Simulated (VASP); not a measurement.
# Ca (P6_3/mmc) in VASP: notebook

Runs on Ca. Level: PBE. Tasks: single point.

Program: VASP 6.6.1. These are calculated values, not measurements. Logs are shortened: lines on timing, memory, paths and dates and some standing lists are left out, and cuts for length are marked.

**1. The structure**

Symmetry: P6_3/mmc, No. 194, hexagonal system. The conventional cell has a = 3.980 Å, b = 3.980 Å, c = 6.520 Å, α = 90.00°, β = 90.00°, γ = 120.00°. Around Ca (site symmetry -6m2) lie 12 Ca at 3.98 to 3.99 Å.

This isn't the form of Ca at room conditions, which is fcc.

**2. Single point, PBE**

INCAR

```
  PREC = Low
  ENCUT = 520
  EDIFF = 1E-6
  ISMEAR = 1
  SIGMA = 0.1
  LREAL = F
  LASPH = T
  NELM = 100
  ALGO = Normal
  ISIF = 2
  LWAVE = F
  LCHARG = F
  GGA = PE
  NBANDS = 17
  ADDGRID = F
```

KPOINTS

```
regular mesh
0
Gamma
  16 16 9
```

POSCAR

```
Ca
1.0
    3.9800000000      0.0000000000      0.0000000000
   -1.9900000000      3.4467811071      0.0000000000
    0.0000000000      0.0000000000      6.5200000000
Ca
2
Direct
    0.6666666667      0.3333333333      0.7500000000
    0.3333333333      0.6666666667      0.2500000000
```

Potentials or basis: VASP PAW PBE potentials, release 64 (Ca_sv).

Launch:

```
cat potpaw_PBE.64/Ca_sv/POTCAR > POTCAR
mpirun -np 1 vasp_std > vasp.out
```

OUTCAR:

```text
PREC = Low
   ENCUT = 520
   EDIFF = 1E-6
   ISMEAR = 1
   LREAL = F
   LASPH = T
   NELM = 100
   ISIF = 2
   GGA = PE

 Found    150 irreducible k-points:

 Following reciprocal coordinates:
            Coordinates               Weight
  0.000000  0.000000  0.000000      1.000000
  0.062500 -0.000000  0.000000      6.000000
  0.125000 -0.000000  0.000000      6.000000
  0.187500  0.000000  0.000000      6.000000
  0.250000 -0.000000  0.000000      6.000000
  0.312500 -0.000000  0.000000      6.000000
   k-points           NKPTS =    150   k-points in BZ     NKDIM =    150   number of bands    NBANDS=     17
   number of dos      NEDOS =    301   number of ions     NIONS =      2
   total plane-waves  NPLWV =  20736
   dimension x,y,z NGX =    24 NGY =   24 NGZ =   36
   dimension x,y,z NGXF=    24 NGYF=   24 NGZF=   36
   ions per type =               2
   NGX,Y,Z   is equivalent  to a cutoff of  10.02, 10.02,  9.18 a.u.
   NGXF,Y,Z  is equivalent  to a cutoff of  10.02, 10.02,  9.18 a.u.
 SYSTEM =  unknown system
   PREC   = low       normal or accurate (medium, high low for compatibility)
   ISTART =      0    job   : 0-new  1-cont  2-samecut
   ICHARG =      2    charge: 1-file 2-atom 10-const
   ISPIN  =      1    spin polarized calculation?
   LNONCOLLINEAR =      F non collinear calculations
   LSORBIT =      F    spin-orbit coupling
   LASPH  =      T    aspherical Exc in radial PAW
   ENCUT  =  520.0 eV  38.22 Ry    6.18 a.u.   7.40  7.40 12.12*2*pi/ulx,y,z
   NELM   =    100;   NELMIN=  2; NELMDL= -5     # of ELM steps
   EDIFF  = 0.1E-05   stopping-criterion for ELM
   LREAL  =      F    real-space projection
   EDIFFG = 0.1E-04   stopping-criterion for IOM
   NSW    =      0    number of steps for IOM
   IBRION =     -1    ionic relax: 0-MD 1-quasi-New 2-CG
   NFREE  =      0    steps in history (QN), initial steepest desc. (CG)
   ISIF   =      2    stress and relaxation
   ISYM   =      2    0-nonsym 1-usesym 2-fastsym
   POTIM  = 0.5000    time-step for ionic-motion
   TEBEG  =    0.0;   TEEND  =   0.0 temperature during run
   PSTRESS=    0.0 pullay stress
   NELECT =      20.0000    total number of electrons
   NUPDOWN=      -1.0000    fix difference up-down
   EMIN   =  10.00;   EMAX   =-10.00  energy-range for DOS
   EFERMI =   0.00;   METHOD = LEGACY
   ISMEAR =     1;   SIGMA  =   0.10  broadening in eV -4-tet -1-fermi 0-gaus
   EFERMI_NEDOS =   21; number of points for ismear=-14 and -15
   IALGO  =     38    algorithm
   IMIX   =      4    mixing-type and parameters
     AMIX     =   0.40;   BMIX     =  1.00
     AMIX_MAG =   1.60;   BMIX_MAG =  1.00
  volume/ion in A,a.u.               =      44.72       301.79
  Fermi-wavevector in a.u.,A,eV,Ry     =   0.993657  1.877740 13.433783  0.987355
  Thomas-Fermi vector in A             =   2.125555
   LORBIT       =      0    0 simple, 1 ext, 2 COOP (PROOUT), +10 PAW based schemes
   GGA     = PE    functional components
   LHFCALC =     F    Hartree Fock is set to
   AEXX    =    0.0000 exact exchange contribution
   IVDW    =     0    specifies the selected vdW correction
   LEPSILON=     F    determine dielectric tensor
   LRPA    =     F    only Hartree local field effects (RPA)
 non-spin polarized calculation
 Methfessel and Paxton  Order N= 1 SIGMA  =   0.10
  energy-cutoff  :      520.00
  volume of cell :       89.44
 maximum number of plane-waves:      2448
   NGX = 15   NGY = 15   NGZ = 25

 number of electron      19.9999755 magnetization

 Free energy of the ion-electron system (eV)
  ---------------------------------------------------
  ext. energy  EPLUGINS =         0.00000000
  ---------------------------------------------------
  free energy    TOTEN  =        -3.83946702 eV

  energy without entropy =       -3.84050078  energy(sigma->0) =       -3.83981160

 E-fermi :   1.8126     XC(G=0):  -7.5573

 val. band max:        1.8106545976   @ k =   0.1875   0.1875   0.0000
 cond. band min:       1.8161208088   @ k =   0.5000  -0.0000   0.4444
 fundamental gap:      0.0054662112
 Fermi energy:         1.8126433049

 k-point     1 :       0.0000    0.0000    0.0000
  band No.  band energies     occupation
      1     -40.4060      2.00000
      2     -40.3959      2.00000
      3     -21.4349      2.00000
      4     -21.3472      2.00000
      5     -21.3471      2.00000
      6     -21.3318      2.00000
[... 9 lines left out ...]
     16       4.2727      0.00000
     17       4.6446      0.00000

 k-point     2 :       0.0625   -0.0000    0.0000
  band No.  band energies     occupation
      1     -40.4057      2.00000
      2     -40.3957      2.00000
      3     -21.4335      2.00000
      4     -21.3503      2.00000
      5     -21.3482      2.00000
      6     -21.3351      2.00000
[... 9 lines left out ...]
     16       4.3130      0.00000
     17       4.5951      0.00000

 k-point     3 :       0.1250   -0.0000    0.0000
  band No.  band energies     occupation
      1     -40.4047      2.00000
      2     -40.3952      2.00000
      3     -21.4295      2.00000
      4     -21.3595      2.00000
      5     -21.3511      2.00000
      6     -21.3446      2.00000
[... 9 lines left out ...]
     16       4.4015      0.00000
     17       4.4572      0.00000

 k-point     4 :       0.1875    0.0000    0.0000
  band No.  band energies     occupation
      1     -40.4031      2.00000
      2     -40.3945      2.00000
      3     -21.4231      2.00000
      4     -21.3734      2.00000
      5     -21.3586      2.00000
      6     -21.3553      2.00000
[... 9 lines left out ...]
     16       4.3592      0.00000
     17       4.3836      0.00000

 k-point     5 :       0.2500   -0.0000    0.0000
  band No.  band energies     occupation
      1     -40.4013      2.00000
      2     -40.3937      2.00000
      3     -21.4150      2.00000
      4     -21.3898      2.00000
      5     -21.3749      2.00000
      6     -21.3602      2.00000
[... 9 lines left out ...]
     16       4.5763      0.00000
     17       4.6189      0.00000

 k-point     6 :       0.3125   -0.0000    0.0000
  band No.  band energies     occupation
      1     -40.3993      2.00000
      2     -40.3930      2.00000
      3     -21.4063      2.00000
      4     -21.4059      2.00000
      5     -21.3910      2.00000
      6     -21.3651      2.00000
[... 9 lines left out ...]
     16       4.8062      0.00000
     17       4.9876      0.00000

 [... further k-points ...]

------------------------ aborting loop because EDIFF is reached ----------------------------------------

  FORCE on cell =-STRESS in cart. coord.  units (eV):
  Direction    XX          YY          ZZ          XY          YZ          ZX
  --------------------------------------------------------------------------------------
  -------------------------------------------------------------------------------------
  Total       -0.5071235     -0.5071235     -0.4313906      0.0000000      0.0000000      0.0000000
  in kB       -9.0840589     -9.0840589     -7.7274624      0.0000000      0.0000000      0.0000000
  external PRESSURE =      -8.6318601 kB  Pullay stress =       0.0000000 kB

 VOLUME and BASIS-vectors are now :
 -----------------------------------------------------------------------------
  energy-cutoff  :      520.00
  volume of cell :       89.44
      direct lattice vectors                 reciprocal lattice vectors
     3.980000000  0.000000000  0.000000000     0.251256281  0.145062882  0.000000000
    -1.990000000  3.446781107  0.000000000     0.000000000  0.290125763  0.000000000
     0.000000000  0.000000000  6.520000000     0.000000000  0.000000000  0.153374233

 POSITION                                       TOTAL-FORCE (eV/Angst)
 -----------------------------------------------------------------------------------
      1.99000      1.14893      4.89000        -0.000000      0.000000      0.000000
     -0.00000      2.29785      1.63000         0.000000     -0.000000      0.000000
 -----------------------------------------------------------------------------------
    total drift:                                0.000000     -0.000000      0.000000

  FREE ENERGIE OF THE ION-ELECTRON SYSTEM (eV)
  ---------------------------------------------------
  free  energy   TOTEN  =        -3.8394670175 eV

  energy  without entropy=       -3.8405007757  energy(sigma->0) =       -3.83981160
```

OSZICAR:

```text
N       E                     dE             d eps       ncg     rms          rms(c)
DAV:   1     0.169093135130E+03    0.16909E+03   -0.10030E+04  5100   0.105E+03
DAV:   2     0.532685757968E+01   -0.16377E+03   -0.16188E+03  5788   0.311E+02
DAV:   3    -0.351676827662E+01   -0.88436E+01   -0.87982E+01  9830   0.526E+01
DAV:   4    -0.383765124499E+01   -0.32088E+00   -0.32003E+00  6645   0.105E+01
DAV:   5    -0.385267319459E+01   -0.15022E-01   -0.15014E-01  8586   0.148E+00    0.312E+00
DAV:   6    -0.384183702412E+01    0.10836E-01   -0.25030E-02  6735   0.148E+00    0.190E+00
DAV:   7    -0.384023386585E+01    0.16032E-02   -0.34913E-02  6521   0.193E+00    0.133E-01
DAV:   8    -0.383942653369E+01    0.80733E-03   -0.36076E-03  6578   0.504E-01    0.230E-02
DAV:   9    -0.383946392943E+01   -0.37396E-04   -0.32996E-04  9541   0.776E-02    0.209E-02
DAV:  10    -0.383946957729E+01   -0.56479E-05   -0.42335E-05  6639   0.600E-02    0.994E-03
DAV:  11    -0.383946704545E+01    0.25318E-05   -0.42853E-06  7159   0.202E-02    0.371E-03
DAV:  12    -0.383946701748E+01    0.27972E-07   -0.18057E-07  5262   0.304E-03
   1 F= -.38394670E+01 E0= -.38398116E+01  d E =0.103376E-02
```

Wall time 39 s (1 thread of Intel Xeon 6975P-C (Granite Rapids), shared host); peak memory 0.27 GiB.

The run converged, but some of its settings lie outside the range that counts as converged, so its numbers aren't taken as properties of the crystal.

Results:

| Item | Value |
| --- | --- |
| Free energy | -3.8395 eV |
| Pressure | -0.9 GPa |
| Band gap on the k mesh | none (metal or under the smearing width) |

**3. Single point, PBE**

Changes to INCAR since step 2:

```diff
@@ -1,2 +1,2 @@
-  PREC = Low
+  PREC = Normal
   ENCUT = 520
```

KPOINTS is that of step 2.

POSCAR is that of step 2.

Potentials or basis: VASP PAW PBE potentials, release 64 (Ca_sv).

Launch:

```
cat potpaw_PBE.64/Ca_sv/POTCAR > POTCAR
mpirun -np 1 vasp_std > vasp.out
```

Wall time 40 s (1 thread of Intel Xeon 6975P-C (Granite Rapids), shared host); peak memory 0.3 GiB.

The run converged, but some of its settings lie outside the range that counts as converged, so its numbers aren't taken as properties of the crystal.

Results:

```
Free energy            : -3.8393 eV
Pressure               : -0.9 GPa
Band gap on the k mesh : none (metal or under the smearing width)
```

**4. Single point, PBE**

Changes to INCAR since step 3:

```diff
@@ -1,2 +1,2 @@
-  PREC = Normal
+  PREC = Accurate
   ENCUT = 520
@@ -5,3 +5,3 @@
   SIGMA = 0.1
-  LREAL = F
+  LREAL = Auto
   LASPH = T
```

KPOINTS is that of step 3.

POSCAR is that of step 3.

Launch:

```
cat potpaw_PBE.64/Ca_sv/POTCAR > POTCAR
mpirun -np 1 vasp_std > vasp.out
```

It took 2.2 min on 1 thread of Intel Xeon 6975P-C (Granite Rapids), shared host; peak memory 0.28 GiB.

These settings aren't checked as converged: the numbers below hold their error.

What came out:

| Property | Result |
| --- | --- |
| Free energy | -3.8391 eV |
| Pressure | -0.9 GPa |
| Band gap on the k mesh | none (metal or under the smearing width) |

**5. Single point, PBE**

Changes to INCAR since step 4:

```diff
@@ -2,6 +2,6 @@
   ENCUT = 520
-  EDIFF = 1E-6
+  EDIFF = 1E-4
   ISMEAR = 1
   SIGMA = 0.1
-  LREAL = Auto
+  LREAL = F
   LASPH = T
```

KPOINTS is that of step 4.

POSCAR is that of step 4.

Potentials or basis: VASP PAW PBE potentials, release 64 (Ca_sv).

Launch:

```
cat potpaw_PBE.64/Ca_sv/POTCAR > POTCAR
mpirun -np 1 vasp_std > vasp.out
```

OUTCAR:

```text
PREC = Accurate
   ENCUT = 520
   EDIFF = 1E-4
   ISMEAR = 1
   LREAL = F
   LASPH = T
   NELM = 100
   ISIF = 2
   GGA = PE

 Found    150 irreducible k-points:

 Following reciprocal coordinates:
            Coordinates               Weight
  0.000000  0.000000  0.000000      1.000000
  0.062500 -0.000000  0.000000      6.000000
  0.125000 -0.000000  0.000000      6.000000
  0.187500  0.000000  0.000000      6.000000
  0.250000 -0.000000  0.000000      6.000000
  0.312500 -0.000000  0.000000      6.000000
   k-points           NKPTS =    150   k-points in BZ     NKDIM =    150   number of bands    NBANDS=     17
   number of dos      NEDOS =    301   number of ions     NIONS =      2
   total plane-waves  NPLWV =  43200
   dimension x,y,z NGX =    30 NGY =   30 NGZ =   48
   dimension x,y,z NGXF=    60 NGYF=   60 NGZF=   96
   ions per type =               2
   NGX,Y,Z   is equivalent  to a cutoff of  12.53, 12.53, 12.24 a.u.
   NGXF,Y,Z  is equivalent  to a cutoff of  25.06, 25.06, 24.48 a.u.
 SYSTEM =  unknown system
   PREC   = accura    normal or accurate (medium, high low for compatibility)
   ISTART =      0    job   : 0-new  1-cont  2-samecut
   ICHARG =      2    charge: 1-file 2-atom 10-const
   ISPIN  =      1    spin polarized calculation?
   LNONCOLLINEAR =      F non collinear calculations
   LSORBIT =      F    spin-orbit coupling
   LASPH  =      T    aspherical Exc in radial PAW
   ENCUT  =  520.0 eV  38.22 Ry    6.18 a.u.   7.40  7.40 12.12*2*pi/ulx,y,z
   NELM   =    100;   NELMIN=  2; NELMDL= -5     # of ELM steps
   EDIFF  = 0.1E-03   stopping-criterion for ELM
   LREAL  =      F    real-space projection
   EDIFFG = 0.1E-02   stopping-criterion for IOM
   NSW    =      0    number of steps for IOM
   IBRION =     -1    ionic relax: 0-MD 1-quasi-New 2-CG
   NFREE  =      0    steps in history (QN), initial steepest desc. (CG)
   ISIF   =      2    stress and relaxation
   ISYM   =      2    0-nonsym 1-usesym 2-fastsym
   POTIM  = 0.5000    time-step for ionic-motion
   TEBEG  =    0.0;   TEEND  =   0.0 temperature during run
   PSTRESS=    0.0 pullay stress
   NELECT =      20.0000    total number of electrons
   NUPDOWN=      -1.0000    fix difference up-down
   EMIN   =  10.00;   EMAX   =-10.00  energy-range for DOS
   EFERMI =   0.00;   METHOD = LEGACY
   ISMEAR =     1;   SIGMA  =   0.10  broadening in eV -4-tet -1-fermi 0-gaus
   EFERMI_NEDOS =   21; number of points for ismear=-14 and -15
   IALGO  =     38    algorithm
   IMIX   =      4    mixing-type and parameters
     AMIX     =   0.40;   BMIX     =  1.00
     AMIX_MAG =   1.60;   BMIX_MAG =  1.00
  volume/ion in A,a.u.               =      44.72       301.79
  Fermi-wavevector in a.u.,A,eV,Ry     =   0.993657  1.877740 13.433783  0.987355
  Thomas-Fermi vector in A             =   2.125555
   LORBIT       =      0    0 simple, 1 ext, 2 COOP (PROOUT), +10 PAW based schemes
   GGA     = PE    functional components
   LHFCALC =     F    Hartree Fock is set to
   AEXX    =    0.0000 exact exchange contribution
   IVDW    =     0    specifies the selected vdW correction
   LEPSILON=     F    determine dielectric tensor
   LRPA    =     F    only Hartree local field effects (RPA)
 non-spin polarized calculation
 Methfessel and Paxton  Order N= 1 SIGMA  =   0.10
  energy-cutoff  :      520.00
  volume of cell :       89.44
 maximum number of plane-waves:      2448
 NGX is ok and might be reduce to    30

 number of electron      20.0000006 magnetization

 Free energy of the ion-electron system (eV)
  ---------------------------------------------------
  ext. energy  EPLUGINS =         0.00000000
  ---------------------------------------------------
  free energy    TOTEN  =        -3.83929068 eV

  energy without entropy =       -3.84033074  energy(sigma->0) =       -3.83963737

 E-fermi :   1.8121     XC(G=0):  -7.5578

 val. band max:        1.8100449975   @ k =   0.1875   0.1875   0.0000
 cond. band min:       1.8157854719   @ k =   0.5000  -0.0000   0.4444
 fundamental gap:      0.0057404744
 Fermi energy:         1.8120929662

 k-point     1 :       0.0000    0.0000    0.0000
  band No.  band energies     occupation
      1     -40.4094      2.00000
      2     -40.3993      2.00000
      3     -21.4376      2.00000
      4     -21.3502      2.00000
      5     -21.3502      2.00000
      6     -21.3349      2.00000
[... 9 lines left out ...]
     16       4.2709      0.00000
     17       4.6427      0.00000
[... 81 lines left out ...]
 k-point     6 :       0.3125   -0.0000    0.0000
  band No.  band energies     occupation
      1     -40.4026      2.00000
      2     -40.3964      2.00000
      3     -21.4094      2.00000
      4     -21.4086      2.00000
      5     -21.3941      2.00000
      6     -21.3682      2.00000
[... 9 lines left out ...]
     16       4.8047      0.00000
     17       5.0513      0.00000

 [... further k-points ...]

------------------------ aborting loop because EDIFF is reached ----------------------------------------

  FORCE on cell =-STRESS in cart. coord.  units (eV):
  Direction    XX          YY          ZZ          XY          YZ          ZX
  --------------------------------------------------------------------------------------
  -------------------------------------------------------------------------------------
  Total       -0.4609029     -0.4609029     -0.3600009      0.0000000      0.0000000      0.0000000
  in kB       -8.2561129     -8.2561129     -6.4486639      0.0000000      0.0000000      0.0000000
  external PRESSURE =      -7.6536299 kB  Pullay stress =       0.0000000 kB

 VOLUME and BASIS-vectors are now :
 -----------------------------------------------------------------------------
  energy-cutoff  :      520.00
  volume of cell :       89.44
      direct lattice vectors                 reciprocal lattice vectors
     3.980000000  0.000000000  0.000000000     0.251256281  0.145062882  0.000000000
    -1.990000000  3.446781107  0.000000000     0.000000000  0.290125763  0.000000000
     0.000000000  0.000000000  6.520000000     0.000000000  0.000000000  0.153374233

 POSITION                                       TOTAL-FORCE (eV/Angst)
 -----------------------------------------------------------------------------------
      1.99000      1.14893      4.89000         0.000000     -0.000000      0.000000
     -0.00000      2.29785      1.63000        -0.000000      0.000000      0.000000
 -----------------------------------------------------------------------------------
    total drift:                                0.000000     -0.000000      0.000000

  FREE ENERGIE OF THE ION-ELECTRON SYSTEM (eV)
  ---------------------------------------------------
  free  energy   TOTEN  =        -3.8392906820 eV

  energy  without entropy=       -3.8403307384  energy(sigma->0) =       -3.83963737
```

OSZICAR:

```text
N       E                     dE             d eps       ncg     rms          rms(c)
DAV:   1     0.169092425769E+03    0.16909E+03   -0.10030E+04  5100   0.105E+03
DAV:   2     0.532665663137E+01   -0.16377E+03   -0.16188E+03  5788   0.311E+02
DAV:   3    -0.351699166027E+01   -0.88436E+01   -0.87982E+01  9830   0.526E+01
DAV:   4    -0.383786380855E+01   -0.32087E+00   -0.32002E+00  6645   0.105E+01
DAV:   5    -0.385288449101E+01   -0.15021E-01   -0.15013E-01  8586   0.148E+00    0.312E+00
DAV:   6    -0.384174477607E+01    0.11140E-01   -0.24985E-02  6735   0.147E+00    0.190E+00
DAV:   7    -0.384006274733E+01    0.16820E-02   -0.34826E-02  6521   0.193E+00    0.133E-01
DAV:   8    -0.383925581664E+01    0.80693E-03   -0.36059E-03  6578   0.504E-01    0.229E-02
DAV:   9    -0.383929068203E+01   -0.34865E-04   -0.30266E-04  6117   0.775E-02
   1 F= -.38392907E+01 E0= -.38396374E+01  d E =0.104006E-02
```

stdout:

```text
POSCAR found type information on POSCAR Ca
 POSCAR found :  1 types and       2 ions
 scaLAPACK will be used
 LDA part: xc-table for (Slater+PW92), standard interpolation
 POSCAR, INCAR and KPOINTS ok, starting setup
 FFT: planning ... GRIDC
 FFT: planning ... GRID_SOFT
 FFT: planning ... GRID
 WAVECAR not read
 entering main loop
```

It took 70 s on 1 thread of Intel Xeon 6975P-C (Granite Rapids), shared host; peak memory 0.33 GiB.

These settings aren't checked as converged: the numbers below hold their error.

What came out:

* Free energy: -3.8393 eV
* Pressure: -0.8 GPa
* Band gap on the k mesh: none (metal or under the smearing width)

**6. The reference run**

An earlier run on the cell as given: functional PBE; potentials or basis VASP PAW PBE potentials, release 64 (Ca_sv); cutoff 520 eV; k mesh 8 × 8 × 4; occupations fermi-dirac, width 0.05 eV; no spin polarisation.

- Pressure: -0.8 GPa
- Band gap on the k mesh: none (metal or under the smearing width)
